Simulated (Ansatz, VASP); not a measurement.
Two plane-wave programs on Tc

```
Tc
1.0
     2.76073    0.00000    0.00000
    -1.38037    2.39086    0.00000
     0.00000    0.00000    4.41093
Tc
2
Direct
  0.33333 0.66667 0.25000
  0.66667 0.33333 0.75000
```

Alike in both runs: functional PBEsol; k mesh 18 × 18 × 10; occupations gaussian, width 0.05 eV; no spin polarisation.

Ansatz relaxed the structure, and its values are those at the end. VASP's run is a single point on that final structure, the one shown.

|  | VASP | Ansatz |
| --- | --- | --- |
| version | VASP 6.6.1 | Ansatz 0.2.0 |
| potentials or method | VASP PAW PBE potentials, release 64 (Tc_pv) | scalar-relativistic, plane waves, PAW |
| plane-wave cutoff (eV) | 520 | 600 |
| valence electrons in the cell | 26 | 30 |

Ansatz gave:

- gap on the k mesh at the Fermi level (eV): none
- pressure (GPa): -11.8

Q: Estimate VASP's values.

A: gap on the k mesh at the Fermi level (eV): none; pressure (GPa): -12.4.

A gap of «none» marks a metal or a gap that the smearing closes. The functional is the same, so the differences come from potentials, cutoffs and numerics. The two sets of potentials don't hold the same shells in valence.

Caveats: the PAW data sets were made with another functional, which shifts forces and pressure a little (VASP).
